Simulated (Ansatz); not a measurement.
The system is Mo.

```xyz
1
Lattice="-1.5838 1.5838 1.5838 1.5838 -1.5838 1.5838 1.5838 1.5838 -1.5838" Properties=species:S:1:pos:R:3 pbc="T T T"
Mo    0.0000    0.0000    0.0000
```

```yaml
Program: Ansatz 0.2.0
Task: single point
Functional: PBE
Potentials_or_basis: all-electron LAPW, scalar-relativistic
Cutoff: 249 eV (chosen from the basis error)
Basis_error_allowed: 0.001 eV/atom
k_mesh: 12 × 12 × 12
Occupations: fermi-dirac, width 0.05 eV
Spin: no spin polarisation
```

On this cell: pressure -1.9 GPa; band gap on the k mesh none (metal or under the smearing width).

The same run follows on a disturbed copy (cell strained at random at fixed volume):

```
CELL_PARAMETERS angstrom
-1.59439 1.59130 1.58454
1.61239 -1.54306 1.55430
1.60659 1.55526 -1.53630
ATOMIC_POSITIONS crystal
Mo 0.99511 0.97150 0.97202
```

Q: What does the disturbed cell give?

A: The energy (extrapolated to zero smearing) moves by +12.4 meV/atom; pressure -1.6 GPa; band gap on the k mesh none (metal or under the smearing width).

Stress tensor (GPa, compression positive):
```
-6.88 -0.83 -1.26
-0.83  0.56 -3.19
-1.26 -3.19  1.45
```
